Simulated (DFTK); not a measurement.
Runs of DFTK 0.8.2 on Hf. It takes space group Im-3m (No. 229, cubic). The conventional cell has a = 3.610 Å, b = 3.610 Å, c = 3.610 Å, α = 90.00°, β = 90.00°, γ = 90.00°. Hf (site symmetry m-3m) is surrounded by 8 Hf at 3.13 Å. This isn't the form of Hf at room conditions, which is hcp.

| task | level | potentials or basis | k mesh | cutoff (eV) | valence electrons | SCF solver | mesh quality | gap on the mesh (eV) | pressure (GPa) |
| --- | --- | --- | --- | --- | --- | --- | --- | --- | --- |
| band structure | TM | in-house norm-conserving set (r2SCAN, scalar relativistic) | 8 × 8 × 8 | 1225 | Hf 26 | ScfAndersonSolver | not flagged | none | -9.3 |
| band structure | rSCAN | cp2k.nc.sr.pbe.v0_1.semicore.gth (PBE, GTH) | 8 × 8 × 8 | 1932 | Hf 12 | - | not flagged | none | -5.7 |
| band structure | M06-L | SG15 1.2 (PBE) | 8 × 8 × 8 | 1225 | Hf 26 | ScfAndersonSolver | not flagged | none | -15.3 |
| band structure | r2SCAN | cp2k.nc.sr.pbe.v0_1.semicore.gth (PBE, GTH) | 8 × 8 × 8 | 1932 | Hf 12 | - | not flagged | none | (b) |
| band structure | TASK | in-house norm-conserving set (r2SCAN, scalar relativistic) | 7 × 7 × 7 | 1225 | Hf 26 | - | not flagged | none | (a) |

Alike in all rows: no spin polarisation; cell as given; smearing fermi-dirac 0.05 eV.

Q: Estimate the missing entries.

A: (a) 0.0; (b) -5.2.

Caveats: the potentials were made for another functional, which shifts forces and pressure; spin-orbit coupling is left out, which moves the levels of the heavy elements; the program warned that the kinetic-energy density falls under its von Weizsäcker bound, which can give unphysical results (some runs); GTH potentials come without recommended cutoffs, and this one wasn't checked for convergence (some runs); so large a pressure means that the cell lies far from this level's equilibrium, or that cutoff or potentials fall short (some runs).

A k mesh can miss the band edges, and the runs leave out spin-orbit coupling on Hf.

A gap of «none» marks a metal or a gap under the smearing width.
